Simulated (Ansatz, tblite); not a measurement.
ZrO2: GFN2-xTB, run from Python

These are simulated results from tblite 0.8.0, not measurements. The cell was built from a prototype and was relaxed with r2SCAN in plane waves (Ansatz 0.2.0). Not every such cell is a known phase. All runs are without spin polarisation.

Space group Fm-3m (No. 225), cubic; conventional cell a = 5.089 Å, 10.99 Å³ an atom. Around Zr lie 8 O at 2.20 Å; around O lie 4 Zr at 2.20 Å.

tblite solves periodic systems at the zone centre alone, so the script builds a cluster of 2×2×2 conventional cells (96 atoms), which folds in a coarse mesh of k points.

run.py reads:

```python
import json
from ase import Atoms
from ase.build import make_supercell
from ase.units import Bohr, GPa, Hartree
from tblite.interface import Calculator

atoms = Atoms(['Zr', 'O', 'O'],
              cell=[[0.0, 2.54471359, 2.54471359], [2.54471359, 0.0, 2.54471359], [2.54471359, 2.54471359, 0.0]],
              scaled_positions=[[0.0, 0.0, 0.0], [0.25, 0.25, 0.25], [0.75, 0.75, 0.75]],
              pbc=True)
cluster = make_supercell(atoms, [[-2, 2, 2], [2, -2, 2], [2, 2, -2]])
calc = Calculator('GFN2-xTB', cluster.numbers, cluster.positions / Bohr, lattice=cluster.cell[:] / Bohr, periodic=cluster.pbc)
calc.set('temperature', 0.02 / Hartree)
calc.set('max-iter', 150)
res = calc.singlepoint()
levels = res.get('orbital-energies') * Hartree
nv = round(res.get('orbital-occupations').sum() / 2)
cells = len(cluster) // len(atoms)
out = {'energy_per_cell': res.get('energy') * Hartree / cells, 'homo': levels[nv - 1], 'lumo': levels[nv],
       'stress': (-res.get('virial') * Hartree / cluster.get_volume() / GPa).tolist(), 'charges': res.get('charges')[:len(atoms)].tolist(), 'electrons': 2 * nv / cells}
json.dump(out, open('results.json', 'w'))
for key, value in out.items():
    print(key, value)
```

Command: `python run.py`. It took 14 s on 1 thread of Arm Neoverse V1, with other jobs on the host, peak memory 0.13 GiB.

What it printed:

```
------------------------------------------------------------
  cycle        total energy    energy error   density error
------------------------------------------------------------
      1     -284.1544037126  -2.8466361E+02   5.5028877E-01
      2     -142.0065373732   1.4214787E+02   1.2584610E+00
      3     -293.7035258710  -1.5169699E+02   4.1293986E-01
      4     -310.5901966818  -1.6886671E+01   1.1109355E-01
      5     -311.8536709622  -1.2634743E+00   1.9503769E-02
      6     -311.8645126447  -1.0841682E-02   1.2342887E-02
      7     -311.8839258780  -1.9413233E-02   2.9468653E-04
      8     -311.8837570676   1.6881042E-04   1.1566800E-03
      9     -311.8836842517   7.2815884E-05   1.4178185E-03
     10     -311.8839172411  -2.3298940E-04   3.9880149E-04
     11     -311.8839332188  -1.5977667E-05   1.7984029E-04
     12     -311.8839372334  -4.0146682E-06   2.3014916E-05
     13     -311.8839373001  -6.6639473E-08   1.1388660E-06
------------------------------------------------------------

 total:                                  13.069 sec
energy_per_cell -265.21231914598786
homo -13.293067101777112
lumo -12.90908225786908
stress [[12.556172489490052, -2.0511490837299734e-06, -2.051149978494636e-06], [-2.051149083587062e-06, 12.556172489485892, -2.0511491992163614e-06], [-2.0511499790699178e-06, -2.051149199273299e-06, 12.556172489493452]]
charges [0.8665900256362999, -0.43329443335136175, -0.4332905245950911]
electrons 16.0
```

The cycle table is in hartree for the whole cluster, and the lines after it are in eV (the energy for one cell). The printed stress is in GPa and positive in compression, and the pressure is its mean diagonal.

GFN2-xTB gives a gap of 0.38 eV. On the same cell, plane-wave PBE (Ansatz, 8×8×8 k points and the special points) gives a gap of 3.36 eV and r2SCAN a gap of 3.89 eV; on shared hosts these took about 1.4 and 3.5 core-seconds on the 3-atom cell, against 14 for the script. Semilocal gaps usually lie below measured ones. xTB was fitted to molecules, so gaps, charges and pressures of solids can be far off, and the gap also depends on the size of the cluster.

The same script was run on cells scaled at fixed shape and fractional coordinates:

| volume (Å³/atom) | energy (meV/atom) | pressure (GPa, positive in compression) | gap (eV) |
| --- | --- | --- | --- |
| 9.67 | 183.9 | 34.59 | 0.17 |
| 10.33 | 69.4 | 21.73 | 0.29 |
| 10.99 | 0.0 | 12.56 | 0.38 |
| 11.64 | -37.3 | 5.74 | 0.45 |
| 12.30 | -50.2 | 0.82 | 0.50 |

The minimum lies beyond the largest of these volumes.

xTB was fitted mostly to molecules, and a small cluster samples few k points, so gaps, pressures and kinks along a curve can be far from a solid's.
